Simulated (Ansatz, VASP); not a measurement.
# One calculation of TaSi2, two programs

```
Ta Si
1.0
     4.78000    0.00000    0.00000
    -2.39000    4.13960    0.00000
     0.00000    0.00000    6.56400
Ta Si
3 6
Direct
  0.00000 0.50000 0.16667
  0.50000 0.50000 0.83333
  0.50000 0.00000 0.50000
  0.33330 0.16665 0.16667
  0.16665 0.83335 0.83333
  0.83335 0.66670 0.50000
  0.66670 0.83335 0.16667
  0.83335 0.16665 0.83333
  0.16665 0.33330 0.50000
```

Alike in both runs: functional PBEsol; k mesh 7 × 7 × 4; occupations fermi-dirac, width 0.05 eV; no spin polarisation.

```csv
,VASP,Ansatz
version,VASP 6.6.1,Ansatz 0.2.0
potentials or method,"VASP PAW PBE potentials, release 64 (Ta_pv, Si)",Ansatz PAW
plane-wave cutoff (eV),520,420
valence electrons in the cell,57,63
task,single point,projected density of states
```

```csv
,VASP,Ansatz,Ansatz less VASP
gap on the k mesh at the Fermi level (eV),none,none,-
pressure (GPa),-1.0,-1.3,-0.31
largest component of the traceless stress (GPa),1.91,1.83,-0.084
rms of the force components (eV/Å),0.354,0.351,-0.0026
```

Atom by atom the forces differ by 0.003 eV/Å (rms over components). A gap of «none» marks a metal or a gap that the smearing closes. With one functional, cell and mesh, what is left measures potentials, basis and numerics. The two sets of potentials don't hold the same shells in valence.

Caveats: the cell's inner coordinates are idealised or old, which leaves forces on the atoms; the PAW data sets were made with another functional, which shifts forces and pressure a little (VASP); the PAW data sets come from PBE, with cores solved anew for the run's functional, which leaves a small shift of forces and pressure (Ansatz); the density of states is complete only up to the lowest level of the last band computed (Ansatz). The runs have no spin-orbit coupling, so splittings on Ta are missing.
